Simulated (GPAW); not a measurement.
# Fe (Im-3m) in GPAW: a series of runs

Runs on Fe. Level: PBE. Tasks: single point.

All numbers are computed with GPAW 26.7.0; they aren't measurements. Logs are shortened: lines on timing, memory, paths and dates and some standing lists are left out, and cuts for length are marked. The log counts tension as positive stress, the text compression.

### 1 The structure

It takes space group Im-3m (No. 229, cubic). The conventional cell has a = 2.886 Å, b = 2.886 Å, c = 2.886 Å, α = 90.00°, β = 90.00°, γ = 90.00°. Around Fe (site symmetry m-3m) lie 8 Fe at 2.50 Å.

### 2 Single point, PBE, collinear spin, ferromagnetic start

run.py reads:

```python
from ase import Atoms
from ase.dft.bandgap import bandgap
from ase.io import write
from ase.units import GPa
from gpaw import GPAW, PW

atoms = Atoms(['Fe'],
              cell=[[-1.443, 1.443, 1.443],
                    [1.443, -1.443, 1.443],
                    [1.443, 1.443, -1.443]],
              scaled_positions=[[0.0, 0.0, 0.0]],
              pbc=True)
atoms.set_initial_magnetic_moments([3.0])

calc = GPAW(mode=PW(600),
            xc='PBE',
            kpts={'size': (13, 13, 13), 'gamma': True},
            occupations={'name': 'methfessel-paxton', 'order': 0, 'width': 0.013000000000000001},
            nbands=12,
            convergence={'density': 1e-05, 'energy': 1e-05},
            maxiter=150,
            txt='gpaw.txt')
atoms.calc = calc
energy = atoms.get_potential_energy()
forces = atoms.get_forces()
stress = atoms.get_stress()
calc.write('gs.gpw')
write('result.traj', atoms)
print(f'Energy: {energy:.6f} eV')
print('Forces (eV/A):')
print(forces.round(4))
print('Stress (GPa):', (stress / GPa).round(3))
print('Moments:', calc.get_magnetic_moments().round(3))
print('Fermi level:', round(calc.get_fermi_level(), 4), 'eV')
print(f'Gap: {bandgap(calc)[0]:.4f} eV, direct: {bandgap(calc, direct=True)[0]:.4f} eV')
```

Potentials or basis: GPAW PAW data sets (gpaw-data 1.2.1), pw.

Launch:

```console
> OMP_NUM_THREADS=1 python run.py
```

gpaw.txt:

```text
__  _  _
 | _ |_)|_||  |
 |__||  | ||/\| - 26.7.0

Input parameters:
  mode=PW(ecut=600.0),
  convergence={'density': 1e-05, 'energy': 1e-05},
  kpts=MonkhorstPack(size=(13, 13, 13), gamma=True),
  maxiter=150,
  nbands=12,
  occupations=Occupations(name='methfessel-paxton', order=0, width=0.013000000000000001),
  xc=XC(name='PBE')

Diagonalizing LCAO Hamiltonian
Converting LCAO to pw mode

       Fe

Atoms  # Å, Bohr magnetons
|   | symbol |        x |        y |        z |    initial magnetic moments |
|---|--------|----------|----------|----------|-----------------------------|
| 0 |     Fe | 0.000000 | 0.000000 | 0.000000 | ( 0.0000,  0.0000,  3.0000) |

Unit cell  # Å
| periodic |         x |         y |         z |  lengths |     angles |
|----------|-----------|-----------|-----------|----------|------------|
|      yes | -1.443000 |  1.443000 |  1.443000 | 2.499349 | 109.471221 |
|      yes |  1.443000 | -1.443000 |  1.443000 | 2.499349 | 109.471221 |
|      yes |  1.443000 |  1.443000 | -1.443000 | 2.499349 | 109.471221 |

Number of symmetries: 48
Symmetry operations  # r_c * U_cc + t_c -> r_c
|    | kind |            matrix            |
|----|------|------------------------------|
|  0 |  σ   |  1, 1, 1,  0, 0,-1,  0,-1, 0 |
|  1 |  C4  |  1, 1, 1,  0, 0,-1, -1, 0, 0 |
|  2 |  C2  |  1, 1, 1,  0,-1, 0,  0, 0,-1 |
|  3 |  S6  |  1, 1, 1,  0,-1, 0, -1, 0, 0 |
|  4 |  S6  |  1, 1, 1, -1, 0, 0,  0, 0,-1 |
|  5 |  C4  |  1, 1, 1, -1, 0, 0,  0,-1, 0 |
|  6 |  E   |  1, 0, 0,  0, 1, 0,  0, 0, 1 |
|  7 |  σ   |  1, 0, 0,  0, 1, 0, -1,-1,-1 |
|  8 |  σ   |  1, 0, 0,  0, 0, 1,  0, 1, 0 |
|  9 |  C3  |  1, 0, 0,  0, 0, 1, -1,-1,-1 |
| 10 |  C3  |  1, 0, 0, -1,-1,-1,  0, 1, 0 |
| 11 |  σ   |  1, 0, 0, -1,-1,-1,  0, 0, 1 |
| 12 |  σ   |  0, 1, 0,  1, 0, 0,  0, 0, 1 |
| 13 |  C2  |  0, 1, 0,  1, 0, 0, -1,-1,-1 |
| 14 |  C3  |  0, 1, 0,  0, 0, 1,  1, 0, 0 |
| 15 |  S4  |  0, 1, 0,  0, 0, 1, -1,-1,-1 |
| 16 |  S4  |  0, 1, 0, -1,-1,-1,  1, 0, 0 |
| 17 |  C3  |  0, 1, 0, -1,-1,-1,  0, 0, 1 |
| 18 |  C3  |  0, 0, 1,  1, 0, 0,  0, 1, 0 |
| 19 |  S4  |  0, 0, 1,  1, 0, 0, -1,-1,-1 |
| 20 |  σ   |  0, 0, 1,  0, 1, 0,  1, 0, 0 |
| 21 |  C3  |  0, 0, 1,  0, 1, 0, -1,-1,-1 |
| 22 |  C2  |  0, 0, 1, -1,-1,-1,  1, 0, 0 |
| 23 |  S4  |  0, 0, 1, -1,-1,-1,  0, 1, 0 |
| 24 |  C4  |  0, 0,-1,  1, 1, 1,  0,-1, 0 |
| 25 |  σ   |  0, 0,-1,  1, 1, 1, -1, 0, 0 |
| 26 |  S6  |  0, 0,-1,  0,-1, 0,  1, 1, 1 |
| 27 |  C2  |  0, 0,-1,  0,-1, 0, -1, 0, 0 |
| 28 |  C4  |  0, 0,-1, -1, 0, 0,  1, 1, 1 |
| 29 |  S6  |  0, 0,-1, -1, 0, 0,  0,-1, 0 |
| 30 |  S6  |  0,-1, 0,  1, 1, 1,  0, 0,-1 |
| 31 |  C4  |  0,-1, 0,  1, 1, 1, -1, 0, 0 |
| 32 |  C4  |  0,-1, 0,  0, 0,-1,  1, 1, 1 |
| 33 |  S6  |  0,-1, 0,  0, 0,-1, -1, 0, 0 |
| 34 |  σ   |  0,-1, 0, -1, 0, 0,  1, 1, 1 |
| 35 |  C2  |  0,-1, 0, -1, 0, 0,  0, 0,-1 |
| 36 |  C2  | -1, 0, 0,  1, 1, 1,  0, 0,-1 |
| 37 |  S6  | -1, 0, 0,  1, 1, 1,  0,-1, 0 |
| 38 |  S6  | -1, 0, 0,  0, 0,-1,  1, 1, 1 |
| 39 |  C2  | -1, 0, 0,  0, 0,-1,  0,-1, 0 |
| 40 |  C2  | -1, 0, 0,  0,-1, 0,  1, 1, 1 |
| 41 |  i   | -1, 0, 0,  0,-1, 0,  0, 0,-1 |
| 42 |  S4  | -1,-1,-1,  1, 0, 0,  0, 1, 0 |
[... 73 lines left out ...]
    |    p |        |      25.885 |    1.058 |
    |    d |        |      19.706 |    1.058 |

    Using partial waves for Fe as LCAO basis

Reference energy: -34619.454600  # eV

eigensolver:
  PPCG
  Converge bands: occupied
  niter=2

density mixing:
  MSR1-Mixer
  Pratt-step length: 0.05
  Maximum mixing coefficient: 0.75
  Old densities: 10
  SVD Regularization: 0.005
  Good broyden scale: 1.0
  Trust region scale: 1.0
  Backstep threshold: 4.0
  History deletion threshold: 6.0
  Fourier metric: weight=20.0, sigma=0.015

occupation numbers:
  Methfessel-Paxton:
    width: 0.0130  # eV
    order: 0

poisson solver:
  ecut: 4800.0  # eV

xc functional:
  name: PBE with 2 nearest neighbor stencil

convergence criteria:
- Maximum integral of absolute [dens]ity change: 1e-05 electrons / valence electron
- Maximum [total energy] change in last 3 cyles: 1e-05 eV / valence electron
- Maximum integral of absolute [eigenst]ate change: 4e-08 eV^2 / valence electron
maximum number of iterations: 150

SCF iterations
|iter     | |      energy | eigst |  dens |  magmom |
|---------|-|-------------|-------|-------|---------|
|iter:   1| |   -8.890385 | +0.07 |       |  +3.0053|
|iter:   2| |   -8.890122 | -2.16 | -1.01 |  +2.9812|
|iter:   3| |   -8.943686 | -2.47 | -1.05 |  +2.7760|
|iter:   4| |   -8.971530 | -3.26 | -1.37 |  +2.6780|
|iter:   5| |   -9.002015 | -2.89 | -1.45 |  +2.4626|
|iter:   6| |   -9.007104 | -3.87 | -1.81 |  +2.3530|
|iter:   7| |   -9.007996 | -4.30 | -2.08 |  +2.3062|
|iter:   8| |   -9.008242 | -4.67 | -2.47 |  +2.2626|
|iter:   9| |   -9.008267 | -5.60 | -2.98 |  +2.2447|
|iter:  10| |   -9.008275c| -6.14 | -3.34 |  +2.2398|
|iter:  11| |   -9.008273c| -6.48 | -3.28 |  +2.2463|
|iter:  12| |   -9.008272c| -7.90c| -4.06 |  +2.2475|
|iter:  13| |   -9.008272c| -7.86c| -4.58 |  +2.2479|
|iter:  14| |   -9.008271c| -8.76c| -5.18c|  +2.2480|

Converged in 14 steps
Energy contributions relative to reference atoms: (reference = -34619.454600)

Energy contributions:
  Kinetic:           5.634028
  Coulomb:          -4.820591
  Zero:              0.064228
  External:          0.000000
  Xc:               -9.885870
  Entropy:          -0.000133
  Spinorbit:         0.000000
  ----------------------------
  Free energy:      -9.008338
  Extrapolated:     -9.008271

dipole moment: (-3.533270, -3.533270, -3.533270)  # |e|*Ang

Total magnetic moment: (0.000000, 0.000000, 2.247974)

Local magnetic moments
|        x |        y |        z |
|----------|----------|----------|
| 0.000000 | 0.000000 | 2.294009 |  # Fe   0

Fermi level: 9.303
Eigenvalues  # (at kpt = [0.000, 0.000, 0.000])
| band index |      eig [eV] | occ [0-1] |      eig [eV] | occ [0-1] |
|------------|---------------|-----------|---------------|-----------|
|          0 |         1.123 |     1.000 |         1.253 |     1.000 |
|          1 |         7.134 |     1.000 |         9.110 |     1.000 |
|          2 |         7.134 |     1.000 |         9.110 |     1.000 |
|          3 |         7.134 |     1.000 |         9.110 |     1.000 |
|          4 |         8.233 |     1.000 |        11.060 |     0.000 |
|          5 |         8.233 |     1.000 |        11.060 |     0.000 |
|          6 |        33.713 |     0.000 |        33.361 |     0.000 |
|          7 |        33.713 |     0.000 |        33.361 |     0.000 |
|          8 |        33.713 |     0.000 |        33.361 |     0.000 |
|          9 |        34.870 |     0.000 |        36.592 |     0.000 |
|         10 |        34.870 |     0.000 |        36.597 |     0.000 |
|         11 |        34.870 |     0.000 |        38.097 |     0.000 |

No gap
No difference between direct/indirect transitions

Forces  # eV/Ang
|       x |        y |       z |
|---------|----------|---------|
| 0.00000 | -0.00000 | 0.00000 |  # Fe   0

Stress tensor  # eV/Ang^3
|         x |         y |         z |
|-----------|-----------|-----------|
|  0.050022 |  0.000000 | -0.000000 |
|  0.000000 |  0.050022 | -0.000000 |
| -0.000000 | -0.000000 |  0.050022 |

# Writing to gs.gpw (mode='')
```

stdout:

```text
Energy: -9.008271 eV
Forces (eV/A):
[[ 0. -0.  0.]]
Stress (GPa): [ 8.014  8.014  8.014 -0.    -0.     0.   ]
Moments: [2.294]
Fermi level: 9.3034 eV
Gap: 0.0000 eV, direct: 0.0000 eV
```

Wall time 25 s (1 thread of Arm Neoverse V1, shared host); peak memory 0.14 GiB.

Results:

- Free energy: -9.0083 eV
- Pressure: -8.0 GPa
- Band gap on the k mesh: none (metal or under the smearing width)
- Net moment: 2.25 μB per cell
- Site moments: Fe +2.29 μB

### 3 Single point, PBE, collinear spin, ferromagnetic start

Edit run.py of step 2 so:

```diff
@@ -1,4 +1,3 @@
-from ase import Atoms
 from ase.dft.bandgap import bandgap
-from ase.io import write
+from ase.io import read, write
 from ase.units import GPa
@@ -6,8 +5,3 @@
 
-atoms = Atoms(['Fe'],
-              cell=[[-1.443, 1.443, 1.443],
-                    [1.443, -1.443, 1.443],
-                    [1.443, 1.443, -1.443]],
-              scaled_positions=[[0.0, 0.0, 0.0]],
-              pbc=True)
+atoms = read('POSCAR')
 atoms.set_initial_magnetic_moments([3.0])
@@ -17,3 +11,3 @@
             kpts={'size': (13, 13, 13), 'gamma': True},
-            occupations={'name': 'methfessel-paxton', 'order': 0, 'width': 0.013000000000000001},
+            occupations={'name': 'methfessel-paxton', 'order': 0, 'width': 0.014},
             nbands=12,
```

POSCAR reads:

```
Fe
1.0
   -1.4430000000      1.4430000000      1.4430000000
    1.4430000000     -1.4430000000      1.4430000000
    1.4430000000      1.4430000000     -1.4430000000
Fe
1
Direct
    0.0000000000      0.0000000000      0.0000000000
```

Potentials or basis: GPAW PAW data sets (gpaw-data 1.2.1), pw.

Launch:

```console
> OMP_NUM_THREADS=1 python run.py
```

Run time: 24 s. Hardware: 1 thread of Arm Neoverse V1, shared host; peak memory 0.14 GiB.

It converged, with:

```yaml
Free_energy: -9.0083 eV
Pressure: -8.0 GPa
Band_gap_on_the_k_mesh: none (metal or under the smearing width)
Net_moment: 2.25 μB per cell
Site_moments: Fe +2.29 μB
```

Levels at points of the mesh, in eV from the Fermi level:
Spin up:
```tsv
k point	band 2	band 3	band 4	band 5	band 6	band 7	band 8
(0.00, 0.00, 0.00)	-2.17	-2.17	-2.17	-1.07	-1.07	24.41	24.41
```
Spin down:
```
           k point  band 1  band 2  band 3  band 4  band 5  band 6  band 7
(0.00, 0.00, 0.00)   -8.05   -0.19   -0.19   -0.19    1.76    1.76   24.06
```
